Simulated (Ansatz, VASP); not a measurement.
# GaH6 in VASP and in Ansatz

```xyz
7
Lattice="-2.1225 2.1225 2.1225 2.1225 -2.1225 2.1225 2.1225 2.1225 -2.1225" Properties=species:S:1:pos:R:3 pbc="T T T"
Ga    0.0000    0.0000    0.0000
H     1.0613    0.0000    2.1225
H     1.0613    2.1225    0.0000
H     2.1225    1.0613    0.0000
H     0.0000    1.0613    2.1225
H     0.0000    2.1225    1.0613
H     2.1225    0.0000    1.0613
```

Alike in both runs: functional PBE; k mesh 6 × 6 × 6; occupations gaussian, width 0.1 eV; no spin polarisation.

Ansatz relaxed the structure, and its values are those at the end. VASP's run is a single point on that final structure, the one shown.

|  | VASP | Ansatz |
| --- | --- | --- |
| version | VASP 6.6.1 | Ansatz 0.2.0 |
| potentials or method | VASP PAW PBE potentials, release 64 (Ga_d, H) | scalar-relativistic, plane waves, PAW |
| plane-wave cutoff (eV) | 520 | 420 |
| valence electrons in the cell | 19 | 19 |

```csv
,VASP,Ansatz,Ansatz less VASP
gap on the k mesh at the Fermi level (eV),none,none,-
pressure (GPa),-0.2,-0.2,+0.07
```

A gap of «none» marks a metal or a gap that the smearing closes.
